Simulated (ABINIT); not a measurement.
BN:

```xyz
4
Lattice="2.5539 0.0000 0.0000 -1.2770 2.2118 0.0000 0.0000 0.0000 4.2269" Properties=species:S:1:pos:R:3 pbc="T T T"
N     0.0000    1.4745    0.5295
N     1.2770    0.7373    2.6430
B     0.0000    1.4745    2.1123
B     1.2770    0.7373    4.2257
```

Measurements of this composition are mostly on another form, of space group No. 194.

Program: ABINIT 10.8.3 (patched build). Alike in all runs: no spin polarisation; cell as given.

Q: Order these runs on this cell by their band gap on the k mesh, lowest first.
A. level PBE0; potentials or basis PseudoDojo NC SR PBE v0.4.1 standard; k mesh 8 × 8 × 4; cutoff (eV) 952; smearing fixed; most SCF steps 60
B. level HSE06; potentials or basis PseudoDojo NC SR PBE v0.4.1 standard; k mesh 8 × 8 × 4; cutoff (eV) 952; smearing fixed; most SCF steps 60
C. level WC; potentials or basis JTH PAW PBE v2.0; k mesh 12 × 12 × 6; cutoff (eV) 844; smearing fermi-dirac 0.05 eV; fine-grid cutoff 1442.2 eV
D. level r2SCAN; potentials or basis JTH PAW PBE v2.0; k mesh 12 × 12 × 6; cutoff (eV) 844; smearing fermi-dirac 0.05 eV; fine-grid cutoff 1442.2 eV
E. level PBE; potentials or basis PseudoDojo NC SR PBE v0.4.1 standard; k mesh 9 × 9 × 4; cutoff (eV) 952; smearing fermi-dirac 0.05 eV

A: C (5.02 eV), E (5.27 eV), D (5.71 eV), B (6.98 eV), A (7.68 eV).

Caveats: an odd mesh through Γ misses points on the zone boundary, where band edges often lie (some runs); Libxc's HSE differs a little from that of other programs (some runs).

Not every run made on this cell is shown here.
